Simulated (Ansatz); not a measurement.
# Te: the cost of one run

Method: DFT PBE, scalar-relativistic, plane waves, PAW, in Ansatz 0.2.0.

### 1 The system as given

It takes space group P4/nmm (No. 129, tetragonal). Conventional cell: a = 5.866 Å, b = 5.866 Å, c = 3.944 Å, α = 90.00°, β = 90.00°, γ = 90.00°. Te (site symmetry -4m2) has 4 Te at 3.28 Å as nearest neighbours. Around Te (site symmetry 4mm) lie 4 Te at 3.28 Å.

Coordinates:

```
Te
1.0
     5.86597    0.00000    0.00000
     0.00000    5.86597    0.00000
     0.00000    0.00000    3.94372
Te
4
Direct
  0.00000 0.00000 0.00000
  0.50000 0.50000 0.00000
  0.00000 0.50000 0.62500
  0.50000 0.00000 0.37500
```

Recipe of the guess: one element on all sites of the Sc type (P4/nmm, No. 129). The dimensions are guesses.

### 2 A first look at the guess

The input, input.yaml:

```yaml
crystal:
  lattice:
    - [5.86596809, 0.0, 0.0]
    - [0.0, 5.86596809, 0.0]
    - [0.0, 0.0, 3.94371646]
  atoms:
    - { symbol: Te, position: [0.0, 0.0, 0.0] }
    - { symbol: Te, position: [0.5, 0.5, 0.0] }
    - { symbol: Te, position: [0.0, 0.5, 0.625] }
    - { symbol: Te, position: [0.5, 0.0, 0.375] }
basis:
  ecutwfc: 420
kpoints:
  mp_grid: { grid: [4, 4, 4] }
hamiltonian:
  xc: pbe
scf:
  occupations: { method: gaussian, width: 0.1 }
  lower_state_search: "off"
output:
  forces: true
  stress: true
  eigenvalues: true
```

Started as:

```bash
$ ansatz run input.yaml --threads 1 --pin off --max-ram 2048MiB --backend cpu --events-out ev --progress --plain --runs-dir out
```

**Question.** How long does this run take on 1 thread of Arm Neoverse V2, shared host, and how much memory does it need?

About 5.1 s, with a peak of 0.42 GiB.
